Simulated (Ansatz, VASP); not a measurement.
One calculation of Y, two programs

INCAR

```
SYSTEM = Y
ALGO     = Normal         ! electronic algorithm
EDIFF    = 1E-7           ! SCF threshold, eV
ENCUT    = 520            ! plane-wave cutoff, eV
GGA      = CA             ! functional
ISIF     = 2              ! what is computed and relaxed
ISMEAR   = -1             ! smearing method
LASPH    = .True.         ! aspherical terms in the spheres
LCHARG   = .False.        ! write CHGCAR
LREAL    = .False.        ! projectors in reciprocal space
LWAVE    = .False.        ! write WAVECAR
NBANDS   = 12             ! bands
NELM     = 60             ! most SCF steps
PREC     = Accurate       ! precision mode
SIGMA    = 0.08           ! smearing width, eV
```

KPOINTS

```
k-points
0
Gamma
  13 13 13
  0 0 0
```

The input POSCAR:

```
Y
1.0
    0.0000000000      2.1565276845      2.1565276845
    2.1565276845      0.0000000000      2.1565276845
    2.1565276845      2.1565276845      0.0000000000
Y
1
Direct
    0.0000000000      0.0000000000      0.0000000000
```

Input for Ansatz:

```yaml
crystal:
  lattice:
    - [0.0, 2.1565276845, 2.1565276845]
    - [2.1565276845, 0.0, 2.1565276845]
    - [2.1565276845, 2.1565276845, 0.0]
  atoms:
    - { symbol: "Y", position: [0.0, 0.0, 0.0] }
kpoints:
  mp_grid: { grid: [13, 13, 13] }
scf:
  occupations: { method: fermi_dirac, width: 0.08 }
hamiltonian:
  xc: lda
  pseudopotentials: { kind: paw }
output:
  forces: true
  stress: true
  eigenvalues: true
  populations: true
```

Change from the starting cell: volume scaled by 0.68, PAW files.

Alike in both runs: task single point; functional LDA; k mesh 13 × 13 × 13; occupations fermi-dirac, width 0.08 eV; no spin polarisation.

|  | VASP | Ansatz |
| --- | --- | --- |
| version | VASP 6.6.1 | Ansatz 0.2.0 |
| potentials or method | VASP PAW LDA potentials, release 64 (Y_sv) | PAW with Ansatz's default frozen-core files, scalar-relativistic |
| plane-wave cutoff (eV) | 520 | 420 |
| valence electrons in the cell | 11 | 11 |

Ansatz gave:

* pressure (GPa): 31.2

Task: Estimate VASP's values.

Result: Pressure (GPa): 30.9.

Caveats: so large a pressure means that the cell lies far from this level's equilibrium, or that cutoff or potentials fall short (VASP).
